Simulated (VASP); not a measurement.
# Cu3N (Pm-3m) in VASP: further runs

Runs on Cu3N. Level: PBE+D3(BJ). Tasks: relaxation of cell and atoms.

Program: VASP 6.6.1. These are calculated values, not measurements. Logs are shortened: lines on timing, memory, paths and dates and some standing lists are left out, and cuts for length are marked.

## 1. Starting point

It takes space group Pm-3m (No. 221, cubic). The conventional cell has a = 3.807 Å, b = 3.807 Å, c = 3.807 Å, α = 90.00°, β = 90.00°, γ = 90.00°. Cu (site symmetry 4/mmm) is surrounded by 2 N at 1.90 Å. N (site symmetry m-3m) has 6 Cu at 1.90 Å as nearest neighbours.

## 2. Relaxation of cell and atoms, PBE+D3(BJ)

File INCAR:

```
ALGO = Fast
EDIFF = 1E-7
EDIFFG = -0.002
ENCUT = 520
GGA = PE
IBRION = 2
ISIF = 3
ISMEAR = 0
IVDW = 12
LASPH = True
LCHARG = False
LREAL = False
LWAVE = False
NELM = 60
NSW = 80
PREC = Accurate
SIGMA = 0.02
```

File KPOINTS:

```
k-points
0
Gamma
  8 8 8
```

File POSCAR:

```
Cu3N
1.0
    3.8070000000      0.0000000000      0.0000000000
    0.0000000000      3.8070000000      0.0000000000
    0.0000000000      0.0000000000      3.8070000000
Cu N
3 1
Direct
    0.5000000000      0.0000000000      0.0000000000
    0.0000000000      0.5000000000      0.0000000000
    0.0000000000      0.0000000000      0.5000000000
    0.0000000000      0.0000000000      0.0000000000
```

Potentials or basis: VASP PAW PBE potentials, release 64 (Cu, N).

Started as:

```bash
> cat potpaw_PBE.64/Cu/POTCAR potpaw_PBE.64/N/POTCAR > POTCAR
> mpirun -np 1 vasp_std > vasp.out
```

OUTCAR:

```text
EDIFF = 1E-7
   EDIFFG = -0.002
   ENCUT = 520
   GGA = PE
   IBRION = 2
   ISIF = 3
   ISMEAR = 0
   IVDW = 12
   LASPH = True
   LREAL = False
   NELM = 60
   NSW = 80
   PREC = Accurate
 IVDW          = 12

 ion  position               nearest neighbor table
   1  0.500  0.000  0.000-   4 1.90   4 1.90   2 2.69   3 2.69   2 2.69   2 2.69   3 2.69   3 2.69
                             3 2.69   2 2.69
   2  0.000  0.500  0.000-   4 1.90   4 1.90   1 2.69   3 2.69   1 2.69   3 2.69   3 2.69   3 2.69
                             1 2.69   1 2.69
   3  0.000  0.000  0.500-   4 1.90   4 1.90   1 2.69   1 2.69   2 2.69   2 2.69   2 2.69   2 2.69
                             1 2.69   1 2.69
   4  0.000  0.000  0.000-   1 1.90   2 1.90   3 1.90   3 1.90   2 1.90   1 1.90

  LATTYP: Found a simple cubic cell.
 ALAT       =     3.8070000000

  Lattice vectors:

 A1 = (   3.8070000000,   0.0000000000,   0.0000000000)
 A2 = (   0.0000000000,   3.8070000000,   0.0000000000)
 A3 = (   0.0000000000,   0.0000000000,   3.8070000000)

Analysis of symmetry for initial positions (statically):
=====================================================================
 Subroutine PRICEL returns:
 Original cell was already a primitive cell.

 Routine SETGRP: Setting up the symmetry group for a
 simple cubic supercell.

 Subroutine GETGRP returns: Found 48 space group operations
 (whereof 48 operations were pure point group operations)
 out of a pool of 48 trial point group operations.

The static configuration has the point symmetry O_h .

Analysis of symmetry for dynamics (positions and initial velocities):
=====================================================================
 Subroutine PRICEL returns:
 Original cell was already a primitive cell.

 Routine SETGRP: Setting up the symmetry group for a
 simple cubic supercell.

 Subroutine GETGRP returns: Found 48 space group operations
 (whereof 48 operations were pure point group operations)
 out of a pool of 48 trial point group operations.

The dynamic configuration has the point symmetry O_h .

 Subroutine INISYM returns: Found 48 space group operations
 (whereof 48 operations are pure point group operations),
 and found     1 'primitive' translations

----------------------------------------------------------------------------------------

                                     Primitive cell

  volume of cell :      55.1758

  direct lattice vectors                    reciprocal lattice vectors
     3.807000000  0.000000000  0.000000000     0.262674022  0.000000000  0.000000000
     0.000000000  3.807000000  0.000000000     0.000000000  0.262674022  0.000000000
     0.000000000  0.000000000  3.807000000     0.000000000  0.000000000  0.262674022

[... 76 lines left out ...]
   NGXF,Y,Z  is equivalent  to a cutoff of  24.45, 24.45, 24.45 a.u.
 SYSTEM =  unknown system
   PREC   = accura    normal or accurate (medium, high low for compatibility)
   ISTART =      0    job   : 0-new  1-cont  2-samecut
   ICHARG =      2    charge: 1-file 2-atom 10-const
   ISPIN  =      1    spin polarized calculation?
   LNONCOLLINEAR =      F non collinear calculations
   LSORBIT =      F    spin-orbit coupling
   LASPH  =      T    aspherical Exc in radial PAW
   ENCUT  =  520.0 eV  38.22 Ry    6.18 a.u.   7.08  7.08  7.08*2*pi/ulx,y,z
   NELM   =     60;   NELMIN=  2; NELMDL= -5     # of ELM steps
   EDIFF  = 0.1E-06   stopping-criterion for ELM
   LREAL  =      F    real-space projection
   EDIFFG = -.2E-02   stopping-criterion for IOM
   NSW    =     80    number of steps for IOM
   IBRION =      2    ionic relax: 0-MD 1-quasi-New 2-CG
   NFREE  =      1    steps in history (QN), initial steepest desc. (CG)
   ISIF   =      3    stress and relaxation
   ISYM   =      2    0-nonsym 1-usesym 2-fastsym
   POTIM  = 0.5000    time-step for ionic-motion
   TEBEG  =    0.0;   TEEND  =   0.0 temperature during run
   PSTRESS=    0.0 pullay stress
   NELECT =      38.0000    total number of electrons
   NUPDOWN=      -1.0000    fix difference up-down
   EMIN   =  10.00;   EMAX   =-10.00  energy-range for DOS
   EFERMI =   0.00;   METHOD = LEGACY
   ISMEAR =     0;   SIGMA  =   0.02  broadening in eV -4-tet -1-fermi 0-gaus
   EFERMI_NEDOS =   21; number of points for ismear=-14 and -15
   IALGO  =     68    algorithm
   IMIX   =      4    mixing-type and parameters
     AMIX     =   0.40;   BMIX     =  1.00
     AMIX_MAG =   1.60;   BMIX_MAG =  1.00
  volume/ion in A,a.u.               =      13.79        93.09
  Fermi-wavevector in a.u.,A,eV,Ry     =   1.445728  2.732029 28.437924  2.090128
  Thomas-Fermi vector in A             =   2.563877
   LORBIT       =      0    0 simple, 1 ext, 2 COOP (PROOUT), +10 PAW based schemes
   GGA     = PE    functional components
   LHFCALC =     F    Hartree Fock is set to
   AEXX    =    0.0000 exact exchange contribution
   IVDW    =    12    specifies the selected vdW correction
   LEPSILON=     F    determine dielectric tensor
   LRPA    =     F    only Hartree local field effects (RPA)
 conjugate gradient relaxation of ions
 non-spin polarized calculation
 RMM-DIIS sequential band-by-band and
 Gauss-broadening in eV      SIGMA  =   0.02
  energy-cutoff  :      520.00
  volume of cell :       55.18
 maximum number of plane-waves:      1503
   NGX = 15   NGY = 15   NGZ = 15

--------------------------------------- Ionic step        1  -------------------------------------------

 number of electron      37.9999909 magnetization

 Free energy of the ion-electron system (eV)
  ---------------------------------------------------
  ext. energy  EPLUGINS =         0.00000000
  ---------------------------------------------------
  free energy    TOTEN  =       -18.37935555 eV

  energy without entropy =      -18.37935555  energy(sigma->0) =      -18.37935555

------------------------ aborting loop because EDIFF is reached ----------------------------------------

 Edisp (eV)   -1.38347

 E8    (eV) :    -0.5626
[... 201 lines left out ...]
--------------------------------------- Ionic step        6  -------------------------------------------

 number of electron      37.9999950 magnetization

 Free energy of the ion-electron system (eV)
  ---------------------------------------------------
  ext. energy  EPLUGINS =         0.00000000
  ---------------------------------------------------
  free energy    TOTEN  =       -18.36230040 eV

  energy without entropy =      -18.36230040  energy(sigma->0) =      -18.36230040

 E-fermi :   5.2114     XC(G=0): -10.8944

 val. band max:        5.1394883157   @ k =   0.5000   0.5000   0.5000
 cond. band min:       5.2833828303   @ k =   0.5000   0.5000   0.0000
 fundamental gap:      0.1438945146
 Fermi energy:         5.2114246099

 k-point     1 :       0.0000    0.0000    0.0000
  band No.  band energies     occupation
      1     -11.8705      2.00000
      2      -0.2321      2.00000
      3       0.2586      2.00000
      4       0.2586      2.00000
      5       0.2586      2.00000
      6       1.1681      2.00000
[... 613 lines left out ...]
     22       9.3830      0.00000
     23      10.1494      0.00000

 [... further k-points ...]

------------------------ aborting loop because EDIFF is reached ----------------------------------------

 Edisp (eV)   -1.40506

 E8    (eV) :    -0.5716
[... 27 lines left out ...]
  FREE ENERGIE OF THE ION-ELECTRON SYSTEM (eV)
  ---------------------------------------------------
  free  energy   TOTEN  =       -19.7673560825 eV

  energy  without entropy=      -19.7673560822  energy(sigma->0) =      -19.76735608

 reached required accuracy - stopping structural energy minimisation
```

CONTCAR:

```text
Cu3N
   1.00000000000000
     3.7887723041123373   -0.0000000000000000    0.0000000000000000
     0.0000000000000000    3.7887723041123373   -0.0000000000000000
     0.0000000000000000    0.0000000000000000    3.7887723041123373
  Cu              N
     3     1
Direct
     0.5000000000000000    0.0000000000000000    0.0000000000000000
     0.0000000000000000    0.5000000000000000    0.0000000000000000
     0.0000000000000000    0.0000000000000000    0.5000000000000000
     0.0000000000000000    0.0000000000000000    0.0000000000000000

  0.00000000E+00  0.00000000E+00  0.00000000E+00
  0.00000000E+00  0.00000000E+00  0.00000000E+00
  0.00000000E+00  0.00000000E+00  0.00000000E+00
  0.00000000E+00  0.00000000E+00  0.00000000E+00
```

Run time: 68 s. Hardware: 1 thread of Intel Xeon 6975P-C (Granite Rapids), shared host; peak memory 0.19 GiB.

Results:

```
Free energy                            : -19.7674 eV
Relaxed volume                         : 13.60 Å³/atom
Relaxed cell                           : a = 3.789 Å, b = 3.789 Å, c = 3.789 Å, α = 90.00°, β = 90.00°, γ = 90.00°
Space group after relaxing (to 0.05 Å) : Pm-3m (No. 221)
Energy gained by relaxing              : 1.1 meV/atom
Ionic steps                            : 6
Pressure after relaxing                : 0.0 GPa
Band gap on the k mesh                 : 0.14 eV, indirect (least direct gap 0.69 eV)
Dispersion energy per atom             : -0.351 eV
```

The path:
```csv
step,energy change (eV),largest force (eV/Å),pressure (GPa),volume (Å³)
1,0.0000,0.0000,-1.76,55.18
2,-0.0033,0.0000,0.91,53.98
3,-0.0045,0.0000,0.03,54.37
4,-0.0045,0.0000,-0.05,54.39
5,-0.0045,0.0000,-0.03,54.39
6,-0.0045,0.0000,0.01,54.39
```

Final structure:
```xyz
4
Lattice="3.7888 0.0000 0.0000 0.0000 3.7888 0.0000 0.0000 0.0000 3.7888" Properties=species:S:1:pos:R:3 pbc="T T T"
Cu    1.8944    0.0000    0.0000
Cu    0.0000    1.8944    0.0000
Cu    0.0000    0.0000    1.8944
N     0.0000    0.0000    0.0000
```

A k mesh can miss the band edges. PBE gaps usually lie below the measured ones, often by a third to a half.

## 3. Relaxation of cell and atoms, PBE+D3(BJ)

This run uses another cell than the first one, of 13.60 Å³/atom, 0.986 times its volume.

INCAR is that of step 2.

KPOINTS is that of step 2.

File POSCAR:

```
Cu3N                                    
1.0
    3.7887723041     -0.0000000000      0.0000000000
    0.0000000000      3.7887723041     -0.0000000000
    0.0000000000      0.0000000000      3.7887723041
  Cu              N             
     3     1
Direct
     0.5000000000000000    0.0000000000000000    0.0000000000000000
     0.0000000000000000    0.5000000000000000    0.0000000000000000
     0.0000000000000000    0.0000000000000000    0.5000000000000000
     0.0000000000000000    0.0000000000000000    0.0000000000000000
```

Potentials or basis: VASP PAW PBE potentials, release 64 (Cu, N).

Started as:

```bash
> cat potpaw_PBE.64/Cu/POTCAR potpaw_PBE.64/N/POTCAR > POTCAR
> mpirun -np 1 vasp_std > vasp.out
```

OUTCAR:

```text
EDIFF = 1E-7
   EDIFFG = -0.002
   ENCUT = 520
   GGA = PE
   IBRION = 2
   ISIF = 3
   ISMEAR = 0
   IVDW = 12
   LASPH = True
   LREAL = False
   NELM = 60
   NSW = 80
   PREC = Accurate
 IVDW          = 12

 ion  position               nearest neighbor table
   1  0.500  0.000  0.000-   4 1.89   4 1.89   2 2.68   3 2.68   2 2.68   2 2.68   3 2.68   3 2.68
                             3 2.68   2 2.68
   2  0.000  0.500  0.000-   4 1.89   4 1.89   1 2.68   3 2.68   1 2.68   3 2.68   3 2.68   3 2.68
                             1 2.68   1 2.68
   3  0.000  0.000  0.500-   4 1.89   4 1.89   1 2.68   1 2.68   2 2.68   2 2.68   2 2.68   2 2.68
                             1 2.68   1 2.68
   4  0.000  0.000  0.000-   1 1.89   2 1.89   3 1.89   3 1.89   2 1.89   1 1.89

  LATTYP: Found a simple cubic cell.
 ALAT       =     3.7887723041

  Lattice vectors:

 A1 = (   3.7887723041,   0.0000000000,   0.0000000000)
 A2 = (   0.0000000000,   3.7887723041,   0.0000000000)
 A3 = (   0.0000000000,   0.0000000000,   3.7887723041)

Analysis of symmetry for initial positions (statically):
=====================================================================
 Subroutine PRICEL returns:
 Original cell was already a primitive cell.

 Routine SETGRP: Setting up the symmetry group for a
 simple cubic supercell.

 Subroutine GETGRP returns: Found 48 space group operations
 (whereof 48 operations were pure point group operations)
 out of a pool of 48 trial point group operations.

[... 154 lines left out ...]
  volume of cell :       54.39
 maximum number of plane-waves:      1492
   NGX = 15   NGY = 15   NGZ = 15

--------------------------------------- Ionic step        1  -------------------------------------------

 number of electron      37.9999950 magnetization

 Free energy of the ion-electron system (eV)
  ---------------------------------------------------
  ext. energy  EPLUGINS =         0.00000000
  ---------------------------------------------------
  free energy    TOTEN  =       -18.36183364 eV

  energy without entropy =      -18.36183364  energy(sigma->0) =      -18.36183364

------------------------ aborting loop because EDIFF is reached ----------------------------------------

 Edisp (eV)   -1.40506

 E8    (eV) :    -0.5716
[... 243 lines left out ...]
--------------------------------------- Ionic step        7  -------------------------------------------

 number of electron      37.9999951 magnetization

 Free energy of the ion-electron system (eV)
  ---------------------------------------------------
  ext. energy  EPLUGINS =         0.00000000
  ---------------------------------------------------
  free energy    TOTEN  =       -18.36113372 eV

  energy without entropy =      -18.36113372  energy(sigma->0) =      -18.36113372

 E-fermi :   5.2159     XC(G=0): -10.8968

 val. band max:        5.1447898277   @ k =   0.5000   0.5000   0.5000
 cond. band min:       5.2870726275   @ k =   0.5000   0.5000   0.0000
 fundamental gap:      0.1422827998
 Fermi energy:         5.2159280215

 k-point     1 :       0.0000    0.0000    0.0000
  band No.  band energies     occupation
      1     -11.8695      2.00000
      2      -0.2301      2.00000
      3       0.2611      2.00000
      4       0.2611      2.00000
      5       0.2611      2.00000
      6       1.1707      2.00000
[... 613 lines left out ...]
     22       9.3888      0.00000
     23      10.1560      0.00000

 [... further k-points ...]

------------------------ aborting loop because EDIFF is reached ----------------------------------------

 Edisp (eV)   -1.40576

 E8    (eV) :    -0.5719
[... 27 lines left out ...]
  FREE ENERGIE OF THE ION-ELECTRON SYSTEM (eV)
  ---------------------------------------------------
  free  energy   TOTEN  =       -19.7668902074 eV

  energy  without entropy=      -19.7668902069  energy(sigma->0) =      -19.76689021

 reached required accuracy - stopping structural energy minimisation
```

Run time: 60 s. Hardware: 1 thread of Intel Xeon 6975P-C (Granite Rapids), shared host; peak memory 0.18 GiB.

Results:

```yaml
Free_energy: -19.7669 eV
Relaxed_volume: 13.59 Å³/atom
Relaxed_cell: a = 3.788 Å, b = 3.788 Å, c = 3.788 Å, α = 90.00°, β = 90.00°, γ = 90.00°
Space_group_after_relaxing_to_0.05_Å: Pm-3m (No. 221)
Energy_gained_by_relaxing: 0.0 meV/atom
Ionic_steps: 7
Pressure_after_relaxing: 0.0 GPa
Band_gap_on_the_k_mesh: 0.14 eV, indirect (least direct gap 0.69 eV)
Dispersion_energy_per_atom: -0.351 eV
```

Final structure:
```xyz
4
Lattice="3.7882 0.0000 0.0000 0.0000 3.7882 0.0000 0.0000 0.0000 3.7882" Properties=species:S:1:pos:R:3 pbc="T T T"
Cu    1.8941    0.0000    0.0000
Cu    0.0000    1.8941    0.0000
Cu    0.0000    0.0000    1.8941
N     0.0000    0.0000    0.0000
```

Levels at points of the mesh, in eV from the valence-band top:
```csv
k point,band 17,band 18,band 19,band 20,band 21,band 22
"(0.00, 0.00, 0.00)",-1.87,-1.87,-1.83,1.05,5.37,5.37
"(0.50, 0.00, 0.00)",-1.87,-1.45,-1.45,1.63,3.35,6.91
"(0.50, 0.50, 0.00)",-1.10,-1.10,-0.71,0.14,3.65,4.88
"(0.50, 0.50, 0.50)",0.00,0.00,0.00,0.76,0.76,0.76
```

A k mesh can miss the band edges. A hybrid or GW would open this gap; PBE tends to underestimate it.
